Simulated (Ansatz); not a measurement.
**Relaxing Zn5S6**

Level of theory: DFT PBE, scalar-relativistic, plane waves, PAW (Ansatz 0.2.0). (420 eV cutoff, 2×2×2 k-mesh, Gaussian smearing of 0.01 eV, collinear spin)

What was changed: Zn vacancy (site b), charge -2, atoms relaxed at the host's cell.

The starting moments were lost, and the run ended without a moment.

In a supercell of 11 atoms the defect feels its periodic images.

Command:

```bash
ansatz run input.yaml --threads 4 --pin off --max-ram 8192MiB --backend cpu --events-out ev --progress --plain --runs-dir out
```

Input:

```yaml
crystal:
  lattice:
    - [0.0, 0.0, -6.3046430411]
    - [-5.7661004008, -3.3290596185, 0.0]
    - [1.0e-10, 6.6581192371, 0.0]
  atoms:
    - { symbol: Zn, position: [1.0107267301, 1.0, 0.3333333333] }
    - { symbol: Zn, position: [1.0107267301, 0.3333333333, 1.0] }
    - { symbol: Zn, position: [0.4929234545, 0.3406940901, 0.3406940901] }
    - { symbol: Zn, position: [0.4929234545, 0.6666666667, 0.9926392432] }
    - { symbol: Zn, position: [0.4929234545, 0.9926392432, 0.6666666667] }
    - { symbol: S, position: [0.6250900901, 0.6666666667, 0.6666666667], spin: 0.5 }
    - { symbol: S, position: [0.6273802587, 1.0, 0.3333333333] }
    - { symbol: S, position: [0.6273802587, 0.3333333333, 1.0] }
    - { symbol: S, position: [0.1233974141, 0.3319677284, 0.3319677284], spin: 0.5 }
    - { symbol: S, position: [0.1233974141, 0.6666666667, 1.0013656049], spin: 0.5 }
    - { symbol: S, position: [0.1233974141, 1.0013656049, 0.6666666667], spin: 0.5 }
  host:
    lattice:
      - [3.8440669338, 0.0, 0.0]
      - [-1.9220334669, 3.3290596186, 0.0]
      - [0.0, 0.0, 6.3046430411]
    atoms:
      - { symbol: Zn, position: [0.3333333333, 0.6666666667, 0.0002666736] }
      - { symbol: Zn, position: [0.6666666667, 0.3333333333, 0.5002666736] }
      - { symbol: S, position: [0.3333333333, 0.6666666667, 0.3747333264] }
      - { symbol: S, position: [0.6666666667, 0.3333333333, 0.8747333264] }
total_charge: -2
basis:
  ecutwfc: 420
  xc_grid: 2
kpoints:
  mp_grid: { grid: [2, 2, 2], shift: [0.0, 0.0, 0.0] }
hamiltonian:
  xc: pbe
scf:
  occupations: { method: gaussian, width: 0.01 }
output:
  forces: true
  stress: false
  eigenvalues: true
  populations: true
  charged_corrections:
    defect_position: [0.99973333, 0.66666667, 0.66666667]
    epsilon: [[9.0014, 0.0, 0.0], [0.0, 9.0014, 0.0], [0.0, 0.0, 9.607]]
  write_density: true
  write_potential: true
  elf: true
  volumetric_format: npy
magnetization:
  spin_polarized: true
relax:
  adjacent_minimum: "off"
  f_tol: 0.025
  max_steps: 45
```

F is the free energy.

Steps:

```tsv
step	F − F(1) (eV)	largest force component (eV/Å)
1	0.0000	0.250
2	-0.0149	0.122
3	-0.0195	0.026
4	-0.0196	0.008
```

Relaxed structure:

```
CELL_PARAMETERS angstrom
0.00000 0.00000 -6.30464
-5.76610 -3.32906 0.00000
0.00000 6.65812 0.00000
ATOMIC_POSITIONS crystal
Zn 0.01658 0.00000 0.33333
Zn 0.01658 0.33333 0.00000
Zn 0.48861 0.34068 0.34068
Zn 0.48861 0.66667 0.99265
Zn 0.48861 0.99265 0.66667
S 0.62498 0.66667 0.66667
S 0.62919 0.00000 0.33333
S 0.62919 0.33333 0.00000
S 0.12264 0.33125 0.33125
S 0.12264 0.66667 0.00208
S 0.12264 0.00208 0.66667
```

It takes space group P31m (No. 157, trigonal). Conventional cell: a = 6.658 Å, b = 6.658 Å, c = 6.305 Å, α = 90.00°, β = 90.00°, γ = 120.00°. Zn (site symmetry 3) is surrounded by 4 S at 2.31 to 2.44 Å. Around Zn (site symmetry m) lie 4 S at 2.31 to 2.41 Å. S (site symmetry 3m) is surrounded by 3 Zn at 2.33 Å. S (site symmetry 3) has 4 Zn at 2.41 to 2.44 Å as nearest neighbours. S (site symmetry m) is surrounded by 3 Zn at 2.31 Å.

The run converged. The run took 10 s on 4 threads of Arm Neoverse V1 (shared host), peak memory 0.64 GiB.